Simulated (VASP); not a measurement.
# GaP (F-43m) in VASP: settings compared

The runs below take GaP through elastic constants, density of states, with RPBE+D3, revPBE+dDsC.

Program: VASP 6.6.1. These are calculated values, not measurements. Logs are shortened: lines on timing, memory, paths and dates and some standing lists are left out, and cuts for length are marked.

**The experiment to reproduce.**

“Stacking defects in GaP nanowires: Electronic structure and optical properties”, 2018, arxiv:1810.01194 quotes, for a bulk crystal of GaP at 10 K: band gap 2.34 eV (indirect).

The results are compared with them further down.

## 1. Starting point

The structure is cubic, space group F-43m (No. 216). The conventional cell has a = 5.451 Å, b = 5.451 Å, c = 5.451 Å, α = 90.00°, β = 90.00°, γ = 90.00°. Around Ga (site symmetry -43m) lie 4 P at 2.36 Å. P (site symmetry -43m) is surrounded by 4 Ga at 2.36 Å.

## 2. Elastic constants, RPBE+D3

File POSCAR:

```
GaP
1.0
    0.0000000000      2.7252500000      2.7252500000
    2.7252500000      0.0000000000      2.7252500000
    2.7252500000      2.7252500000      0.0000000000
Ga P
1 1
Direct
    0.0000000000      0.0000000000      0.0000000000
    0.7500000000      0.7500000000      0.7500000000
```

File INCAR.step1:

```
SYSTEM = GaP
ALGO = Normal ; EDIFF = 1E-8
EDIFFG = -0.002 ; ENCUT = 600
GGA = RP ; IBRION = 2
ISIF = 3 ; ISMEAR = 0
IVDW = 11 ; LASPH = .TRUE.
LCHARG = .FALSE. ; LREAL = .FALSE.
LWAVE = .FALSE. ; NELECT = 17.5
NELM = 60 ; NELMIN = 4
NSW = 40 ; PREC = Accurate
SIGMA = 0.1
```

File INCAR.step2:

```
SYSTEM = GaP
ALGO = Normal ; EDIFF = 1E-8
ENCUT = 600 ; GGA = RP
IBRION = 6 ; ISIF = 3
ISMEAR = 0 ; IVDW = 11
LASPH = .TRUE. ; LCHARG = .FALSE.
LREAL = .FALSE. ; LWAVE = .FALSE.
NELECT = 17.5 ; NELM = 60
NELMIN = 4 ; NFREE = 2
NSW = 1 ; POTIM = 0.015
PREC = Accurate ; SIGMA = 0.1
```

File KPOINTS:

```
k-points
0
G
  6 6 6
  0 0 0
```

Potentials or basis: VASP PAW PBE potentials, release 64 (Ga_d, P).

Command:

```
$ cat potpaw_PBE.64/Ga_d/POTCAR potpaw_PBE.64/P/POTCAR > POTCAR
$ cp INCAR.step1 INCAR
$ mpirun -np 1 vasp_std > vasp.out
$ cp CONTCAR POSCAR
$ cp INCAR.step2 INCAR
$ mpirun -np 1 vasp_std > vasp.out
```

OUTCAR:

```text
SYSTEM = GaP
   EDIFF = 1E-8
   ENCUT = 600
   GGA = RP
   IBRION = 6
   ISIF = 3
   ISMEAR = 0
   IVDW = 11
   LASPH = .TRUE.
   LREAL = .FALSE.
   NELECT = 17.5
   NELM = 60
   NELMIN = 4
   NFREE = 2
   NSW = 1
   POTIM = 0.015
   PREC = Accurate
 IVDW          = 11

 ion  position               nearest neighbor table
   1  0.000  0.000  0.000-   2 2.21   2 2.21   2 2.21   2 2.21
   2  0.750  0.750  0.750-   1 2.21   1 2.21   1 2.21   1 2.21

  LATTYP: Found a face centered cubic cell.
 ALAT       =     5.0955246831

  Lattice vectors:

 A1 = (   0.0000000000,   2.5477623415,   2.5477623415)
 A2 = (   2.5477623415,   0.0000000000,   2.5477623415)
 A3 = (   2.5477623415,   2.5477623415,   0.0000000000)

Analysis of symmetry for initial positions (statically):
=====================================================================
 Subroutine PRICEL returns:
 Original cell was already a primitive cell.

 Routine SETGRP: Setting up the symmetry group for a
 face centered cubic supercell.

 Subroutine GETGRP returns: Found 24 space group operations
 (whereof 24 operations were pure point group operations)
 out of a pool of 48 trial point group operations.

The static configuration has the point symmetry T_d .

Analysis of symmetry for dynamics (positions and initial velocities):
=====================================================================
 Subroutine PRICEL returns:
 Original cell was already a primitive cell.

 Routine SETGRP: Setting up the symmetry group for a
 face centered cubic supercell.

 Subroutine GETGRP returns: Found 24 space group operations
 (whereof 24 operations were pure point group operations)
 out of a pool of 48 trial point group operations.

The dynamic configuration has the point symmetry T_d .

 Subroutine INISYM returns: Found 24 space group operations
 (whereof 24 operations are pure point group operations),
 and found     1 'primitive' translations

----------------------------------------------------------------------------------------

                                     Primitive cell

  volume of cell :      33.0755

  direct lattice vectors                    reciprocal lattice vectors
     0.000000000  2.547762342  2.547762342    -0.196250644  0.196250644  0.196250644
     2.547762342  0.000000000  2.547762342     0.196250644 -0.196250644  0.196250644
     2.547762342  2.547762342  0.000000000     0.196250644  0.196250644 -0.196250644

  length of vectors
     3.603080057  3.603080057  3.603080057     0.339916086  0.339916086  0.339916086

  position of ions in fractional coordinates (direct lattice)
     0.000000000  0.000000000  0.000000000
     0.750000000  0.750000000  0.750000000

  ion indices of the primitive-cell ions
   primitive index   ion index
                 1           1
                 2           2

----------------------------------------------------------------------------------------

 KPOINTS: k-points

Automatic generation of k-mesh.
 Grid dimensions read from file:
 generate k-points for:    6    6    6

 Generating k-lattice:

  Cartesian coordinates                     Fractional coordinates (reciprocal lattice)
    -0.032708441  0.032708441  0.032708441     0.166666667  0.000000000  0.000000000
     0.032708441 -0.032708441  0.032708441     0.000000000  0.166666667  0.000000000
     0.032708441  0.032708441 -0.032708441     0.000000000  0.000000000  0.166666667
[... 78 lines left out ...]
   LRPA    =     F    only Hartree local field effects (RPA)
 finite differences with symmetry
 non-spin polarized calculation
 Gauss-broadening in eV      SIGMA  =   0.10
  energy-cutoff  :      600.00
  volume of cell :       33.08
 maximum number of plane-waves:      1125
 NGX is ok and might be reduce to    30
   NGX = 15   NGY = 15   NGZ = 15

--------------------------------------- Ionic step        1  -------------------------------------------

 number of electron      17.5000006 magnetization

 Free energy of the ion-electron system (eV)
  ---------------------------------------------------
  ext. energy  EPLUGINS =         0.00000000
  ---------------------------------------------------
  free energy    TOTEN  =       -10.75545559 eV

  energy without entropy =      -10.75107487  energy(sigma->0) =      -10.75326523

------------------------ aborting loop because EDIFF is reached ----------------------------------------

 Edisp (eV)   -0.82466

 E8    (eV) :    -0.2034
[... 105 lines left out ...]
  FREE ENERGIE OF THE ION-ELECTRON SYSTEM (eV)
  ---------------------------------------------------
  free  energy   TOTEN  =       -11.5774210194 eV

  energy  without entropy=      -11.5724474098  energy(sigma->0) =      -11.57493421

[... ionic steps 4 to 14 ...]

--------------------------------------- Ionic step       15  -------------------------------------------

 number of electron      17.5000002 magnetization

------------------------ aborting loop because EDIFF is reached ----------------------------------------
[... 75 lines left out ...]
--------------------------------------- Ionic step       17  -------------------------------------------

 number of electron      17.5000006 magnetization

 Free energy of the ion-electron system (eV)
  ---------------------------------------------------
  ext. energy  EPLUGINS =         0.00000000
  ---------------------------------------------------
  free energy    TOTEN  =       -10.75395426 eV

  energy without entropy =      -10.74936176  energy(sigma->0) =      -10.75165801

 E-fermi :   5.6131     XC(G=0): -10.4255

 val. band max:        5.5921860634   @ k =   0.0000   0.1667   0.1667
 cond. band min:       5.6217716941   @ k =   0.1667   0.1667   0.0000
 fundamental gap:      0.0295856307
 Fermi energy:         5.6130661807

 k-point     1 :       0.0000    0.0000    0.0000
  band No.  band energies     occupation
      1      -8.1155      2.00000
      2      -8.1122      2.00000
      3      -8.1072      2.00000
      4      -7.9269      2.00000
      5      -7.9269      2.00000
      6      -7.1566      2.00000
      7       6.8565      0.00000
      8       6.9030      0.00000
      9       6.9470      0.00000
     10      10.7500      0.00000
     11      10.9001      0.00000
     12      10.9257      0.00000
     13      10.9531      0.00000
[... 610 lines left out ...]
  band No.  band energies     occupation
      1      -8.2928      2.00000
      2      -8.0476      2.00000
      3      -8.0286      2.00000
      4      -7.9576      2.00000
      5      -7.9071      2.00000
      6      -4.4874      2.00000
      7       0.8236      2.00000
      8       2.9128      2.00000
      9       4.3490      2.00000
     10      10.9098      0.00000
     11      11.8469      0.00000
     12      12.6231      0.00000
     13      16.0004      0.00000

 [... further k-points ...]

------------------------ aborting loop because EDIFF is reached ----------------------------------------

 Edisp (eV)   -0.82467

 E8    (eV) :    -0.2034
[... 25 lines left out ...]
  FREE ENERGIE OF THE ION-ELECTRON SYSTEM (eV)
  ---------------------------------------------------
  free  energy   TOTEN  =       -11.5786206388 eV

  energy  without entropy=      -11.5740281408  energy(sigma->0) =      -11.57632439

 INTERNAL STRAIN TENSORS FROM STRAINED CELLS
 ============================================

 INTERNAL STRAIN TENSOR FOR ION    1 for displacements in x,y,z  (eV/Angst):
          X           Y           Z          XY          YZ          ZX
  --------------------------------------------------------------------------------
  x    -0.00000     0.00000    -0.00000    -0.00000   -21.73240     0.00000
  y     0.00000     0.00000    -0.00000    -0.00000     0.00000   -21.73251
  z     0.00000     0.00000     0.00000   -21.73195     0.00000    -0.00000

 INTERNAL STRAIN TENSORS FROM DISPLACED ATOMS
 ============================================

 INTERNAL STRAIN TENSOR FOR ION    1 for displacements in x,y,z  (eV/Angst):
          X           Y           Z          XY          YZ          ZX
  --------------------------------------------------------------------------------
  x    -0.00000     0.00000     0.00000    -0.00000   -21.89340     0.00000
  y     0.00000    -0.00000     0.00000     0.00000    -0.00000   -21.89340
  z     0.00000     0.00000    -0.00000   -21.89340     0.00000     0.00000

 INTERNAL STRAIN TENSOR FOR ION    2 for displacements in x,y,z  (eV/Angst):
          X           Y           Z          XY          YZ          ZX
  --------------------------------------------------------------------------------
  x    -0.00000     0.00000     0.00000     0.00000    21.88863     0.00000
  y     0.00000    -0.00000     0.00000     0.00000     0.00000    21.88863
  z     0.00000     0.00000    -0.00000    21.88863     0.00000    -0.00000

 Eigenvectors and eigenvalues of the dynamical matrix
 ----------------------------------------------------

   1 f  =   12.286159 THz    77.196211 2PiTHz  409.822134 cm-1    50.811446 meV
             X         Y         Z           dx          dy          dz
      0.000000  0.000000  0.000000     0.000000    0.554731    0.000000
      3.821644  3.821644  3.821644     0.000000   -0.832030    0.000000
[... 21 lines left out ...]
   6 f/i=    0.001735 THz     0.010899 2PiTHz    0.057863 cm-1     0.007174 meV
             X         Y         Z           dx          dy          dz
      0.000000  0.000000  0.000000     0.000000    0.000000    0.832030
      3.821644  3.821644  3.821644     0.000000    0.000000    0.554731

--------------------------------------------------------------------------------------------------------

 ELASTIC MODULI CONTR FROM IONIC RELAXATION (kBar)
 Direction    XX          YY          ZZ          XY          YZ          ZX
 --------------------------------------------------------------------------------
 XX          -0.0000      0.0000      0.0000     -0.0000      0.0000     -0.0000
 YY           0.0000     -0.0000     -0.0000     -0.0000     -0.0000      0.0000
 ZZ           0.0000     -0.0000     -0.0000      0.0000     -0.0000     -0.0000
 XY          -0.0000     -0.0000      0.0000  -1752.2533     -0.0000      0.0000
 YZ           0.0000     -0.0000     -0.0000     -0.0000  -1752.2533      0.0000
 ZX          -0.0000      0.0000     -0.0000      0.0000      0.0000  -1752.2533
 --------------------------------------------------------------------------------

 TOTAL ELASTIC MODULI (kBar)
 Direction    XX          YY          ZZ          XY          YZ          ZX
 --------------------------------------------------------------------------------
 XX        1097.6338   1403.7077   1403.7077     -0.0000      0.0000     -0.0000
 YY        1403.7077   1097.6338   1403.7077      0.0000     -0.0000      0.0000
 ZZ        1403.7077   1403.7077   1097.6338      0.0000      0.0000      0.0000
 XY          -0.0000      0.0000      0.0000   -323.1912     -0.0000      0.0000
 YZ           0.0000     -0.0000      0.0000     -0.0000   -323.1912      0.0000
 ZX          -0.0000      0.0000      0.0000      0.0000      0.0000   -323.1912
 --------------------------------------------------------------------------------
```

It took 5.9 min on 1 thread of Intel Xeon Platinum 8488C (Sapphire Rapids), shared host; peak memory 0.23 GiB.

These settings aren't checked as converged: the numbers below hold their error.

Results:

- Relaxed volume: 16.54 Å³/atom
- Relaxed cell: a = 3.603 Å, b = 3.603 Å, c = 3.603 Å, α = 60.00°, β = 60.00°, γ = 60.00°
- Space group after relaxing (to 0.05 Å): F-43m (No. 216)
- Elastic constants C11, C12, C44: 110, 140, -32 GPa
- Voigt bulk modulus: 130 GPa
- Highest phonon frequency at Γ, LO-TO splitting left out: 410 cm⁻¹
- Dispersion energy per atom: -0.412 eV

Caveat: the cell is charged against a uniform background, so pressure and absolute levels hang on convention; the volume moved by over 15 % at a fixed basis, so the end points are rough; the elastic tensor has a negative eigenvalue, so either the cell is unstable as it stands or the mesh is too thin; the PAW data sets were made with another functional, which shifts forces and pressure a little.

## 3. Density of states, revPBE+dDsC

File run.py:

```python
from ase.calculators.vasp import Vasp
from ase.dft.dos import DOS
from ase.io import read

atoms = read('GaP.cif')
calc = Vasp(
    directory='calc',
    xc='revpbe',
    pp='PBE',
    setups='recommended',
    pp_version='54',
    prec='Accurate',
    encut=520,
    ediff=1e-07,
    ismear=0,
    sigma=0.1,
    lreal=False,
    lasph=True,
    nelm=80,
    algo='Normal',
    isif=2,
    lwave=False,
    lcharg=False,
    ivdw=4,
    lorbit=11,
    kpts=[8, 8, 8],
    gamma=True,
)
atoms.calc = calc

print('energy (eV):', atoms.get_potential_energy())
print('free energy (eV):', atoms.get_potential_energy(force_consistent=True))
print('forces (eV/A):')
print(atoms.get_forces())
print('stress (eV/A^3, Voigt):', atoms.get_stress())
print('Fermi level (eV):', calc.get_fermi_level())
dos = DOS(calc, width=0.05, window=(-10, 10), npts=301)
print('E - E_F (eV), DOS (1/eV)')
for e, g in zip(dos.get_energies(), dos.get_dos()):
    print(f'{e:8.3f} {g:10.4f}')
```

File GaP.cif:

```cif
data_GaP
_cell_length_a 3.85408551
_cell_length_b 3.85408551
_cell_length_c 3.85408551
_cell_angle_alpha 60.00000000
_cell_angle_beta 60.00000000
_cell_angle_gamma 60.00000000
_space_group_name_H-M_alt 'P1'
_space_group_name_Hall 'P 1'
_space_group_IT_number 1
loop_
_space_group_symop_operation_xyz
'x,y,z'
loop_
_atom_site_label
_atom_site_type_symbol
_atom_site_symmetry_multiplicity
_atom_site_Wyckoff_symbol
_atom_site_fract_x
_atom_site_fract_y
_atom_site_fract_z
_atom_site_occupancy
Ga1 Ga 1 a 0.0000000000 0.0000000000 0.0000000000 1
P1 P 1 a 0.7500000000 0.7500000000 0.7500000000 1
```

Potentials or basis: VASP PAW PBE potentials, release 54 (Ga_d, P).

Command:

```
$ python run.py
```

Wall time 26 s (1 thread of Intel Xeon Platinum 8488C (Sapphire Rapids), shared host); peak memory 0.17 GiB.

It converged, with:

```yaml
Free_energy: -9.4385 eV
Pressure: -0.6 GPa
Band_gap_on_the_k_mesh: 1.70 eV, indirect (least direct gap 1.93 eV)
Valence_electrons_inside_the_program's_atomic_spheres: Ga 11.72; P 2.55
Hirshfeld_charges: Ga +0.21; P -0.21 e
Dispersion_energy_per_atom: -0.455 eV
```

Levels at points of the mesh, in eV from the valence-band top:
```csv
k point,band 7,band 8,band 9,band 10,band 11,band 12
"(0.00, 0.00, 0.00)",0.00,0.00,0.00,1.93,3.91,3.91
"(0.50, 0.00, 0.00)",-6.60,-1.11,-1.11,1.74,4.74,4.74
"(0.50, 0.50, 0.00)",-6.72,-2.67,-2.67,1.73,1.88,10.63
```

States per cell in windows of 1 eV (zero at the valence-band top; states under -8 eV left out):
```tsv
from (eV)	total	P2_p	Ga1_p	Ga1_s	Ga1_d	P2_s	P2_d
-8.0	0.00	0.00	0.00	0.00	0.00	0.00	0.00
-7.0	0.97	0.14	0.03	0.35	0.01	0.03	0.00
-6.0	0.48	0.07	0.03	0.13	0.01	0.04	0.00
-5.0	0.29	0.05	0.02	0.07	0.01	0.03	0.00
-4.0	1.13	0.27	0.18	0.05	0.02	0.02	0.00
-3.0	1.35	0.38	0.23	0.03	0.03	0.01	0.00
-2.0	1.29	0.42	0.22	0.02	0.04	0.01	0.00
-1.0	0.47	0.18	0.07	0.00	0.02	0.00	0.00
0.0	0.01	0.00	0.00	0.00	0.00	0.00	0.00
1.0	0.15	0.01	0.01	0.02	0.01	0.01	0.00
2.0	1.13	0.10	0.10	0.18	0.05	0.07	0.00
3.0	1.14	0.15	0.10	0.17	0.05	0.06	0.00
4.0	1.43	0.13	0.30	0.05	0.05	0.04	0.00
5.0	1.43	0.19	0.25	0.06	0.06	0.02	0.00
6.0	1.12	0.13	0.23	0.02	0.06	0.04	0.00
7.0	0.48	0.06	0.10	0.00	0.03	0.01	0.00
```

Caveat: the PAW data sets were made with another functional, which shifts forces and pressure a little.

## 4. Against experiment

Step 3. A measured gap of GaP is 2.34 eV (indirect; 10 K; quoted in “Stacking defects in GaP nanowires: Electronic structure and optical properties”, 2018, arxiv:1810.01194); the calculated 1.70 eV misses it by -0.64 eV. Spin-orbit coupling on Ga is left out. The value is that of revPBE+dDsC on a finite k mesh, which can miss the band edges, without temperature or zero-point motion. Semilocal functionals fall short of measured gaps as a rule.
